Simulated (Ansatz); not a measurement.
**Ta2C: properties at the relaxed cell**

One table from this session's results is given with a row withheld; the runs are named, their logs left out.

Computed with Ansatz 0.2.0 (DFT PBEsol, scalar-relativistic, plane waves, PAW, unless a step's input says otherwise).

1 further run of the same task is left out (set aside as unsound or not needed).

## The starting structure

It takes space group P-3m1 (No. 164, trigonal). Conventional cell: a = 3.095 Å, b = 3.095 Å, c = 4.921 Å, α = 90.00°, β = 90.00°, γ = 120.00°. Ta (site symmetry 3m) has 3 C at 2.18 Å as nearest neighbours. C (site symmetry -3m) has 6 Ta at 2.18 Å as nearest neighbours.

Structure file:

```
CELL_PARAMETERS angstrom
3.09530 0.00000 0.00000
-1.54765 2.68061 0.00000
0.00000 0.00000 4.92108
ATOMIC_POSITIONS crystal
Ta 0.33333 0.66667 0.25288
Ta 0.66667 0.33333 0.74712
C 0.00000 0.00000 0.00000
```

This cell was relaxed beforehand with the same method: volume 13.61 Å³/atom, gap on the mesh none (metal).

The first run:

Input file input.yaml:

```yaml
crystal:
  lattice:
    - [3.0640329009, 0.0, 0.0]
    - [-1.5320164504, 2.6535303302, 0.0]
    - [0.0, 0.0, 4.8713690028]
  atoms:
    - { symbol: Ta, position: [0.3333333333, 0.6666666667, 0.2528761935] }
    - { symbol: Ta, position: [0.6666666667, 0.3333333333, 0.7471238065] }
    - { symbol: C, position: [0.0, 0.0, 0.0] }
basis:
  ecutwfc: 420
kpoints:
  mp_grid: { grid: [18, 18, 8] }
hamiltonian:
  xc: pbesol
scf:
  occupations: { method: gaussian, width: 0.1 }
output:
  forces: true
  stress: true
  eigenvalues: true
relax:
  adjacent_minimum: "off"
  f_tol: 0.01
  max_steps: 30
  cell: { stress_tol: 0.1, fix: [volume] }
```

The run is started by

```bash
ansatz run input.yaml --threads 1 --pin off --max-ram 2560MiB --backend cpu --events-out ev --progress --plain --runs-dir out
```

Among the steps run: The cell scaled to 0.97 of its volume; Volume × 1.03; Volume × 0.94; Point at V/V0 = 1.06; Point at V/V0 = 0.91; The cell scaled to 1.10 of its volume; The cell scaled to 0.88 of its volume.

One of the session's tables, all rows but one given; the rest of the session is left out.

It belongs to the step «Fit of the equation of state». 

```
volume (Å³/atom)  energy above the lowest point (meV/atom)  pressure (GPa)
          11.977                                     207.1           45.30
          12.386                                     110.0           31.24
          12.794                                      46.1           19.15
          13.202                                         ?               ?
          13.611                                       0.0           -0.01
          14.019                                       9.9           -7.53
          14.427                                      37.4          -13.92
          14.972                                      97.0          -20.93
```

**Question.** Estimate the row for volume (Å³/atom) = 13.202.

Worked estimate for «energy above the lowest point (meV/atom)». A straight line through the neighbours (12.794, 46.1) and (13.611, 0.0) gives 46.1 + (0.0 − 46.1) × (13.202 − 12.794) / (13.611 − 12.794) = 23.1; a parabola fitted to 4 rows on both sides gives 10.8.

The run gave: energy above the lowest point (meV/atom): 10.9; pressure (GPa): 8.81. In «energy above the lowest point (meV/atom)» the line misses by +12.2 and the parabola by -0.1.
